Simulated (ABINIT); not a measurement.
MgS (Niningerite):

```
S Mg
1.0
     0.00000    2.60165    2.60165
     2.60165    0.00000    2.60165
     2.60165    2.60165    0.00000
S Mg
1 1
Direct
  0.50000 0.50000 0.50000
  0.00000 0.00000 0.00000
```

Base run:

```yaml
Program: ABINIT 10.8.3 (patched build)
Functional: PBE
Potentials_or_basis: SPMS NC PBE v1.0
Cutoff: 707 eV
k_mesh: 6 × 6 × 6
Occupations: fixed
Spin: no spin polarisation
```

Its results: band gap on the k mesh 2.78 eV, indirect (least direct gap 3.71 eV); pressure 0.9 GPa.

The run is repeated on the same cell with these changes: functional from PBE to HSE06. What comes out?

Band gap on the k mesh 3.84 eV, indirect (least direct gap 4.86 eV); pressure 0.1 GPa.

HSE06 gives the wider gap, since exact exchange removes part of the self-interaction.

Caveats: Libxc's HSE differs a little from that of other programs (some runs); the potentials were made for another functional, which shifts forces and pressure (some runs).

A k mesh can miss the band edges.

Not every run made on this cell is shown here.
